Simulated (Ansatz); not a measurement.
# How V3Si absorbs and reflects light, part 2 of 2

What colour and refractive index does V3Si have at this level of theory?

Ansatz 0.2.0; DFT, PBE, plane-wave PAW, default files, scalar-relativistic, independent-particle optical response without local fields.

So far. Step 2 (Ground state and bands): There are states at the Fermi level within the smearing, so the occupations stay smeared and the carriers get a Drude term. The cell is left with a pressure of -3.5 GPa, as it stands unrelaxed at this level.

### 3. Spectrum

The spectrum is a sum over vertical transitions between filled and empty bands at the fixed density, so many empty bands are needed.

This step: DFT, PBE, plane-wave PAW, default files, scalar-relativistic, independent-particle optical response without local fields (Ansatz 0.2.0).

The input, input.yaml:

```yaml
crystal:
  lattice:
    - [4.732, 0.0, 0.0]
    - [0.0, 4.732, 0.0]
    - [0.0, 0.0, 4.732]
  atoms:
    - { symbol: V, position: [0.0, 0.5, 0.25] }
    - { symbol: V, position: [0.0, 0.5, 0.75] }
    - { symbol: V, position: [0.5, 0.25, 0.0] }
    - { symbol: V, position: [0.75, 0.0, 0.5] }
    - { symbol: V, position: [0.5, 0.75, 0.0] }
    - { symbol: V, position: [0.25, 0.0, 0.5] }
    - { symbol: Si, position: [0.5, 0.5, 0.5] }
    - { symbol: Si, position: [0.0, 0.0, 0.0] }
kpoints:
  mp_grid: { grid: [5, 5, 5] }
scf:
  occupations: { method: fermi_dirac, width: 0.05 }
hamiltonian:
  xc: pbe
  pseudopotentials: { kind: paw }
output:
  optics:
    e_range: [0, 14]
    de: 0.05
    sigma: 0.15
    drude_damping: 0.05
    nscf_kmesh: { grid: [6, 6, 6] }
    bands: { spectra_wanted_up_to: 14 }
```

Launch:

```
$ ansatz run input.yaml --threads 4 --pin off --max-ram 8192MiB --backend cpu --events-out ev --progress --plain --runs-dir out
```

Numbers of over 12 decimals in the logs are rounded to 6 here.

Log:

```text
[...]
Crystal: 8 atoms, lattice volume = 105.958 Å³
Basis set: ecut = 420 eV, 2103 PW (Γ)
Bands: 52, of which v1, the nominal top of the filled ones, is band 43 counted from 1 (42 counted from 0)
Symmetry: 48 space group operations
[...]
k-points: 10 of 125
[...]
SCF iter   1: F=—  HF=-18749.835137 eV  |F-HF|=—  |Δ(HF+E_count)|=         —  Δρ=4.58e-3  dr2=1.07e-2  ethr=1.77e-3  ⟨swp⟩=7.0  Hψ=1870  notcnv=0  defer=2
[...]
SCF iter   9: F=-18749.833196 eV  HF=-18749.833196 eV  |F-HF|=3.64e-12  |Δ(HF+E_count)|=  1.46e-11  Δρ=2.82e-8  dr2=7.39e-13  ethr=1.00e-12  ⟨swp⟩=6.3  Hψ=1335  notcnv=0
the search or the solves at the SCF's close seem to have found levels that the self-consistency loop had missed (the run counts 2). By its estimate they hold under 1e-12 electrons; where the run keeps them, the occupations were computed again with them
SCF 1 converged in 9 iterations: F = -18749.833196 eV  dr2 = 7.39e-13
[...]
NSCF: frozen V_eff on 20 k-points
output.optics: what the bands over the 89 summed would add to eps1, eps2 and the energy-loss function is held between a lower and an upper bound (10 Lanczos steps). eps1, eps2 and their loss function (loss_summed_bands) are given on every row as the summed bands alone make them. Along an axis, on a row where the two bounds hold the loss function to about 1 % of the greater of itself and 0.5 % of |1/eps|, its cell (loss_completed) is given, with the completed eps1 and eps2 that it is formed of (a cell that is left empty reads nan in the table and null in the record). The two bounds hold it so along every axis on all 280 rows up to 14.000 eV. [rest of the remark cut]
SCF converged after 9 iterations
Free energy (F): -18749.833196 eV
[...]
Internal energy: -18749.719695 eV  (E = F + TS)
E sigma→0 (E₀):  -18749.776446 eV
Entropy (-TS):   -0.113501 eV (-14.188 meV/atom)
Fermi energy:    15.439474 eV
[...]
--- Band table (eV; the first three rows and the last of 10) ---
  k-point 0: bands = [... 39 lower, 14.8629, 14.8629, 14.8629, 15.4279, 15.4279, 17.4027, 17.4027, 17.4027, ... 5 higher]
  k-point 1: bands = [... 39 lower, 14.8630, 14.8951, 14.8951, 15.4551, 15.5108, 16.9466, 17.2907, 17.2907, ... 5 higher]
  k-point 2: bands = [... 39 lower, 14.7355, 14.7355, 14.8274, 15.0662, 15.2914, 16.4188, 17.1297, 17.2370, ... 5 higher]
  k-point 9: bands = [... 39 lower, 15.1281, 15.3519, 15.4282, 15.4282, 15.4373, 15.6222, 15.6222, 15.9436, ... 5 higher]
```

Run time: 2 min. Hardware: 4 threads of AMD EPYC (Zen 3), shared host; peak memory 1.7 GiB.

This step gave:

- main peak of the optical conductivity above 1 eV, first axis: 2.996 eV
- Drude plasma energy, first axis: 3.327 eV
- bands summed: 89
- spectra valid up to: 17.66 eV
- program's estimate of the k-sum error in Im epsilon: 0.23 %
- electrons in the f-sum: 48.43

The Im ε, any direction has structure finer than the step of the table below, so its rows give means over 0.5 eV, whole bins alone (the curve runs from 0.3 to 14 eV). Peaks (eV: height): 1.00: 56.9.

Im ε, any direction against photon energy; means over each step:

photon energy (eV), Im ε, any direction and a bar:
```
      1.0         51 ##############################
      1.5         38 ######################
      2.0         31 ##################
      2.5         26 ###############
      3.0         22 ############
      3.5         15 ########
      4.0         10 #####
      4.5          9 #####
      5.0          9 #####
      5.5          9 ####
      6.0          8 ####
      6.5          8 ####
      7.0          6 ###
      7.5          6 ###
      8.0          5 ##
      8.5          5 ##
      9.0          4 ##
      9.5          4 ##
     10.0          4 ##
     10.5          4 #
     11.0          3 #
     11.5          2 #
     12.0          2 
     12.5          1 
     13.0          1 
     13.5          1
```

Re ε, any direction against photon energy:

photon energy (eV), Re ε, any direction and a bar from the least value:
```
      0.5      -32.4 
      1.0        8.6 ##############################
      1.5        3.8 ##########################
      2.0       -1.0 #######################
      2.5       -3.1 #####################
      3.0       -6.0 ###################
      3.5       -7.9 ##################
      4.0       -4.8 ####################
      4.5       -2.8 ######################
      5.0       -2.1 ######################
      5.5       -1.5 #######################
      6.0       -2.4 ######################
      6.5       -1.4 #######################
      7.0       -3.6 #####################
      7.5       -2.5 ######################
      8.0       -2.0 ######################
      8.5       -2.3 ######################
      9.0       -2.2 ######################
      9.5       -2.0 ######################
     10.0       -2.2 ######################
     10.5       -2.4 ######################
     11.0       -2.9 ######################
     11.5       -2.6 ######################
     12.0       -2.4 ######################
     12.5       -1.9 ######################
     13.0       -1.5 #######################
     13.5       -1.5 #######################
     14.0       -1.3 #######################
```

Refractive index n and extinction k against photon energy:

```
photon energy (eV)      n     k
               0.5   5.13  7.67
               1.0   5.75  4.94
               1.5   4.55  4.12
               2.0   3.80  3.93
               2.5   3.43  3.85
               3.0   2.94  3.83
               3.5   2.10  3.51
               4.0   1.75  2.80
               4.5   1.85  2.50
               5.0   1.87  2.37
               5.5   1.92  2.28
               6.0   1.73  2.32
               6.5   1.85  2.20
               7.0   1.30  2.30
               7.5   1.38  2.09
               8.0   1.33  1.94
               8.5   1.26  1.97
               9.0   1.05  1.81
               9.5   1.25  1.88
              10.0   1.08  1.83
              10.5   1.01  1.86
              11.0  0.812  1.89
              11.5  0.693  1.76
              12.0  0.499  1.63
              12.5  0.469  1.45
              13.0  0.483  1.32
              13.5  0.501  1.32
              14.0  0.423  1.22
```

The reflectivity at normal incidence, any direction has structure finer than the step of the table below, so its rows give means over 0.5 eV, whole bins alone (the curve runs from 0.3 to 14 eV). Peaks (eV: height): 3.25: 62.8, 6.90: 52.1, 8.85: 47.1, 11.95: 59.5.

The reflectivity at normal incidence, any direction by photon energy; means over each step:

```
photon energy (eV)  reflectivity at normal incidence, any direction (%)
               1.0                                                 66.1
               1.5                                                 62.5
               2.0                                                 60.6
               2.5                                                 59.9
               3.0                                                 61.3
               3.5                                                 61.7
               4.0                                                 54.7
               4.5                                                 48.3
               5.0                                                 46.0
               5.5                                                 44.6
               6.0                                                 45.8
               6.5                                                 44.2
               7.0                                                 49.5
               7.5                                                 45.2
               8.0                                                 43.0
               8.5                                                 44.2
               9.0                                                 43.2
               9.5                                                 41.9
              10.0                                                 44.4
              10.5                                                 46.4
              11.0                                                 52.2
              11.5                                                 54.6
              12.0                                                 58.9
              12.5                                                 56.1
              13.0                                                 50.9
              13.5                                                 49.8
```

Values under 1 per cm are given as 1. Table of absorption coefficient, any direction by photon energy:

```
photon energy (eV)  absorption coefficient, any direction (1/cm)
             0.500                                         3.9e5
             1.000                                         5.0e5
             1.500                                         6.3e5
             2.000                                         8.0e5
             2.500                                         9.8e5
             3.000                                         1.2e6
             3.500                                         1.2e6
             4.000                                         1.1e6
             4.500                                         1.1e6
             5.000                                         1.2e6
             5.500                                         1.3e6
             6.000                                         1.4e6
             6.500                                         1.5e6
             7.000                                         1.6e6
             7.500                                         1.6e6
             8.000                                         1.6e6
             8.500                                         1.7e6
             9.000                                         1.6e6
             9.500                                         1.8e6
            10.000                                         1.9e6
            10.500                                         2.0e6
            11.000                                         2.1e6
            11.500                                         2.1e6
            12.000                                         2.0e6
            12.500                                         1.8e6
            13.000                                         1.7e6
            13.500                                         1.8e6
            14.000                                         1.7e6
```

Optical constants at common wavelengths, from n + ik = √ε:

```
wavelength (nm)     n      k  R (%)     1/α
           1064  4.86  4.924   66.8   17 nm
            532  3.68  3.820   59.7   11 nm
            450  3.19  3.800   60.1  9.4 nm
            405  2.84  3.858   61.7  8.4 nm
            365  2.21  3.623   62.3  8.0 nm
            248  1.87  2.368   46.0  8.3 nm
            193  1.80  2.117   41.5  7.3 nm
```

In reflection the computed colour is light grey: x = 0.313, y = 0.328, luminous reflectivity 60 %.

### 4. What came out

- gap on the path: 0 eV
- main peak of the optical conductivity above 1 eV, first axis: 3.00 eV
- Drude plasma energy, first axis: 3.33 eV

**Reading.** At this level (PBE, independent particles) V3Si is a metal with a Drude plasma energy of 3.3 eV; it reflects 59 % at 550 nm. Along x the bare Drude plasma energy is 3.3 eV; Re ε first rises through zero at 0.70 eV, far lower, because interband transitions screen the carriers. Im ε is 48 there, so the loss peak at that energy is weak. In reflection the computed colour is light grey: x = 0.313, y = 0.328, luminous reflectivity 60 %. In the base run ε includes the program's bounded estimate of what the bands above those summed add. The carriers' damping of 0.05 eV is typed, not computed; at 0.8 eV the carriers give 2 % of Im ε along the first axis; the rest comes from the sum over bands, which at low energy also holds close bands and the noise of the mesh. The run has no spin polarisation. A start with parallel moments lost them; other magnetic orders weren't tried. The Fermi-Dirac width of 0.05 eV acts as an electron temperature of 580 K in the carriers' term.

[Logs are printed without paths, hosts, clocks, repeated set-up lines and the standing remarks that a program may print on its own settings, such as how far it seeks lower states.]

[Hosts, paths, dates, database ids (printed as entryN), source tags and the programs' standing remarks are cut or masked in the printed files.]
